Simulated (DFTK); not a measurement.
# Na (Im-3m) in DFTK: notebook

The runs below take Na through single point, equation of state, with RPBE, BLYP.

Program: DFTK 0.8.2. These are calculated values, not measurements. Logs are shortened: lines on timing, memory, paths and dates and some standing lists are left out, and cuts for length are marked.

**1. Starting point**

Symmetry: Im-3m, No. 229, cubic system. The conventional cell has a = 4.282 Å, b = 4.282 Å, c = 4.282 Å, α = 90.00°, β = 90.00°, γ = 90.00°. Na (site symmetry m-3m) has 8 Na at 3.71 Å as nearest neighbours.

**2. Single point, RPBE, 36.90 Å³/atom (volume scaled by 0.94)**

File run.jl:

```julia
using DFTK
using PseudoPotentialData
using Unitful, UnitfulAtomic
using LinearAlgebra, Printf
using AtomsBase
include("save.jl")
disable_threading()

cell = [[-2.141, 2.141, 2.141],
        [2.141, -2.141, 2.141],
        [2.141, 2.141, -2.141]]u"Å"
system = periodic_system([:Na => [0.0, 0.0, 0.0]],
                         cell; fractional=true)
lattice   = austrip.(hcat(cell_vectors(system)...))
symbols   = atomic_symbol(system, :) .|> Symbol
positions = [lattice \ austrip.(position(system, i)) for i in 1:length(system)]
pseudopotentials = PseudoFamily("dojo.nc.sr.pbe.v0_5.stringent.upf")
elements = Dict(s => ElementPsp(s, pseudopotentials) for s in unique(symbols))
atoms    = [elements[s] for s in symbols]

build_model(lattice, positions; symmetries=true) =
    model_DFT(lattice, atoms, positions;
              functionals=[:gga_x_rpbe, :gga_c_pbe],
              temperature=austrip(0.05u"eV"),
              smearing=Smearing.FermiDirac(),
              symmetries)
Ecut  = 44.0  # hartree
kgrid = [6, 6, 6]
tol   = 1e-6
to_GPa = ustrip(uconvert(u"GPa", 1u"hartree/bohr^3"))

results["points"] = []
for scale in [0.94, 0.96, 0.98, 1.0, 1.02, 1.04, 1.06]
    println("\n=== scale = ", scale)
    model = build_model(cbrt(scale) * lattice, positions)
    basis = PlaneWaveBasis(model; Ecut, kgrid)
    t0 = time()
    scfres = self_consistent_field(basis;
                                   tol,
                                   nbandsalg=AdaptiveBands(model; n_bands_converge=9))
    seconds = time() - t0
    @printf "SCF: %d iterations, %.1f s\n" scfres.n_iter seconds
    forces = compute_forces_cart(scfres)
    stress = compute_stresses_cart(scfres)
    @printf "V = %.5f Å^3  F = %.8f Ha  max force = %.5f eV/Å  p = %.4f GPa\n" ustrip(auconvert(u"Å^3", model.unit_cell_volume)) scfres.energies.total ustrip(auconvert(u"eV/Å", maximum(norm, forces))) (-tr(stress) / 3 * to_GPa)
    push!(results["points"], save_scf!(scfres; forces, stress, d=Dict{String,Any}("seconds" => seconds, "n_matvec" => get(scfres, :n_matvec, 0))))
end

# third-order Birch-Murnaghan fit in x = V^(-2/3)
V = [0.94, 0.96, 0.98, 1.0, 1.02, 1.04, 1.06] * abs(det(lattice))
E = [p["total"] for p in results["points"]]
x = V .^ (-2 / 3)
c = [x .^ 0 x x .^ 2 x .^ 3] \ E
Δ = c[3]^2 - 3c[2] * c[4]
if Δ > 0
    x0 = (-c[3] + sqrt(Δ)) / 3c[4]
    B0 = 4 / 9 * x0^(7 / 2) * (2c[3] + 6c[4] * x0)
    @printf "V0 = %.4f Å^3  B0 = %.2f GPa\n" ustrip(auconvert(u"Å^3", x0^(-3 / 2))) B0 * to_GPa
end
```

Potentials or basis: dojo.nc.sr.pbe.v0_5.stringent.upf (PBE).

Launch:

```sh
julia --threads=1 run.jl  # one pass of the loop, scale = 0.94; save.jl only writes the numbers to a file and isn't shown; printed stress counts tension as positive; times include loading and compiling
```

The log of the run:

```text
=== scale = 0.94
n     Energy            log10(ΔE)   log10(Δρ)   Diag   Δtime
---   ---------------   ---------   ---------   ----   ------
  1   -45.75797352339                   -1.04    5.1    2.69s
  2   -45.76235448670       -2.36       -1.82    1.1    1.94s
  3   -45.76248775587       -3.88       -2.06    2.6    1.28s
  4   -45.76248991402       -5.67       -2.56    1.0    1.65s
  5   -45.76249112034       -5.92       -2.92    1.5    1.68s
  6   -45.76249138608       -6.58       -3.17    2.0    1.11s
  7   -45.76249146987       -7.08       -3.85    1.1    1.61s
  8   -45.76249147686       -8.16       -4.48    2.4    1.27s
  9   -45.76249147691      -10.25       -4.55    1.3    1.55s
 10   -45.76249147707       -9.80       -5.24    1.0    900ms
[... 59 further cycles ...]
  2   -45.76256875259       -2.35       -1.78    1.1    897ms
  3   -45.76267136838       -3.99       -2.08    2.4    1.92s
  4   -45.76267441107       -5.52       -2.68    1.1    1.60s
  5   -45.76267525827       -6.07       -3.08    2.3    1.08s
  6   -45.76267539339       -6.87       -3.44    1.9    1.92s
  7   -45.76267541590       -7.65       -4.26    1.3    896ms
  8   -45.76267541718       -8.89       -4.76    2.4    1.95s
  9   -45.76267541720      -10.59       -4.85    1.4    1.63s
 10   -45.76267541724      -10.42       -5.41    1.2    886ms
 11   -45.76267541724      -11.47       -6.16    1.8    1.74s
SCF: 11 iterations, 17.3 s
V = 41.61174 Å^3  F = -45.76267542 Ha  max force = 0.00000 eV/Å  p = -0.2395 GPa
V0 = 40.0955 Å^3  B0 = 6.82 GPa
```

Wall time 18 s (1 thread of Intel Xeon 6975P-C (Granite Rapids), shared host).

Results:

```yaml
Free_energy: -1245.2608 eV
Pressure: 0.7 GPa
Band_gap_on_the_k_mesh: none (metal or under the smearing width)
```

Caveat: the potentials were made for another functional, which shifts forces and pressure.

**3. Single point, RPBE, 37.69 Å³/atom (volume scaled by 0.96)**

run.jl is that of step 2.

Potentials or basis: dojo.nc.sr.pbe.v0_5.stringent.upf (PBE).

Launch:

```sh
julia --threads=1 run.jl  # one pass of the loop, scale = 0.96; save.jl only writes the numbers to a file and isn't shown; printed stress counts tension as positive; times include loading and compiling
```

It took 18 s on 1 thread of Intel Xeon 6975P-C (Granite Rapids), shared host.

The run converged. Its results:

* Free energy: -1245.2636 eV
* Pressure: 0.5 GPa
* Band gap on the k mesh: none (metal or under the smearing width)

Caveat: the potentials were made for another functional, which shifts forces and pressure.

**4. Single point, RPBE, 38.47 Å³/atom (volume scaled by 0.98)**

run.jl is that of step 3.

Launch:

```sh
julia --threads=1 run.jl  # one pass of the loop, scale = 0.98; save.jl only writes the numbers to a file and isn't shown; printed stress counts tension as positive; times include loading and compiling
```

Run time: 18 s. Hardware: 1 thread of Intel Xeon 6975P-C (Granite Rapids), shared host.

It converged, with:

```yaml
Free_energy: -1245.2655 eV
Pressure: 0.3 GPa
Band_gap_on_the_k_mesh: none (metal or under the smearing width)
```

Caveat: the potentials were made for another functional, which shifts forces and pressure.

**5. Single point, RPBE, 39.26 Å³/atom**

run.jl is that of step 4.

Launch:

```sh
julia --threads=1 run.jl  # one pass of the loop, scale = 1.0; save.jl only writes the numbers to a file and isn't shown; printed stress counts tension as positive; times include loading and compiling
```

It took 16 s on 1 thread of Intel Xeon 6975P-C (Granite Rapids), shared host.

Results (log left out):

```yaml
Free_energy: -1245.2666 eV
Pressure: 0.1 GPa
Band_gap_on_the_k_mesh: none (metal or under the smearing width)
```

Caveat: the potentials were made for another functional, which shifts forces and pressure.

**6. Single point, RPBE, 40.04 Å³/atom (volume scaled by 1.02)**

run.jl is that of step 5.

Potentials or basis: dojo.nc.sr.pbe.v0_5.stringent.upf (PBE).

Launch:

```sh
julia --threads=1 run.jl  # one pass of the loop, scale = 1.02; save.jl only writes the numbers to a file and isn't shown; printed stress counts tension as positive; times include loading and compiling
```

It took 17 s on 1 thread of Intel Xeon 6975P-C (Granite Rapids), shared host.

The run converged. Its results:

| Item | Value |
| --- | --- |
| Free energy | -1245.2670 eV |
| Pressure | 0.0 GPa |
| Band gap on the k mesh | none (metal or under the smearing width) |

Caveat: the potentials were made for another functional, which shifts forces and pressure.

**7. Single point, RPBE, 40.83 Å³/atom (volume scaled by 1.04)**

run.jl is that of step 6.

Launch:

```sh
julia --threads=1 run.jl  # one pass of the loop, scale = 1.04; save.jl only writes the numbers to a file and isn't shown; printed stress counts tension as positive; times include loading and compiling
```

Run time: 17 s. Hardware: 1 thread of Intel Xeon 6975P-C (Granite Rapids), shared host.

The run converged. Its results:

| Item | Value |
| --- | --- |
| Free energy | -1245.2667 eV |
| Pressure | -0.1 GPa |
| Band gap on the k mesh | none (metal or under the smearing width) |

Caveat: the potentials were made for another functional, which shifts forces and pressure.

**8. Single point, RPBE, 41.61 Å³/atom (volume scaled by 1.06)**

run.jl is that of step 7.

Launch:

```sh
julia --threads=1 run.jl  # one pass of the loop, scale = 1.06; save.jl only writes the numbers to a file and isn't shown; printed stress counts tension as positive; times include loading and compiling
```

It took 17 s on 1 thread of Intel Xeon 6975P-C (Granite Rapids), shared host.

Results (log left out):

- Free energy: -1245.2658 eV
- Pressure: -0.2 GPa
- Band gap on the k mesh: none (metal or under the smearing width)

Caveat: the potentials were made for another functional, which shifts forces and pressure.

**9. Equation of state, BLYP**

run.jl, as its differences from that of step 8:

```diff
@@ -4,3 +4,2 @@
 using LinearAlgebra, Printf
-using AtomsBase
 include("save.jl")
@@ -8,11 +7,9 @@
 
-cell = [[-2.141, 2.141, 2.141],
-        [2.141, -2.141, 2.141],
-        [2.141, 2.141, -2.141]]u"Å"
-system = periodic_system([:Na => [0.0, 0.0, 0.0]],
-                         cell; fractional=true)
-lattice   = austrip.(hcat(cell_vectors(system)...))
-symbols   = atomic_symbol(system, :) .|> Symbol
-positions = [lattice \ austrip.(position(system, i)) for i in 1:length(system)]
-pseudopotentials = PseudoFamily("dojo.nc.sr.pbe.v0_5.stringent.upf")
+# lattice vectors are the columns
+lattice = austrip(1u"Å") * [        -2.141          2.141          2.141;
+                    2.141         -2.141          2.141;
+                    2.141          2.141         -2.141]
+symbols   = [:Na]
+positions = [[0.0, 0.0, 0.0]]
+pseudopotentials = PseudoFamily("dojo.nc.sr.pbe.v0_4_1.standard.upf")
 elements = Dict(s => ElementPsp(s, pseudopotentials) for s in unique(symbols))
@@ -22,3 +19,3 @@
     model_DFT(lattice, atoms, positions;
-              functionals=[:gga_x_rpbe, :gga_c_pbe],
+              functionals=[:gga_x_b88, :gga_c_lyp],
               temperature=austrip(0.05u"eV"),
```

Potentials or basis: dojo.nc.sr.pbe.v0_4_1.standard.upf (PBE).

Launch:

```sh
julia --threads=1 run.jl  # save.jl only writes the numbers to a file and isn't shown; printed stress counts tension as positive; times include loading and compiling
```

Run time: 3.5 min. Hardware: 1 thread of Intel Xeon 6975P-C (Granite Rapids), shared host; peak memory 1.5 GiB.

Results (log left out):

```
Equilibrium volume                      : 37.76 Å³/atom
Bulk modulus                            : 7.0 GPa
Pressure derivative of the bulk modulus : 3.9
```

Energy against volume, from the lowest point:
```csv
volume (Å³/atom),energy (meV/atom)
36.901,0.45
37.686,0.00
38.471,0.28
39.256,1.20
40.041,2.72
40.827,4.77
41.612,7.30
```

Caveat: the potentials were made for another functional, which shifts forces and pressure.

**10. The reference run**

An earlier run on the cell as given: functional PBE; potentials or basis dojo.nc.sr.pbe.v0_4_1.standard.upf (PBE); cutoff 1197 eV; k mesh 9 × 9 × 9; occupations fermi-dirac, width 0.05 eV; no spin polarisation.

- Pressure: -0.4 GPa
- Band gap on the k mesh: none (metal or under the smearing width)
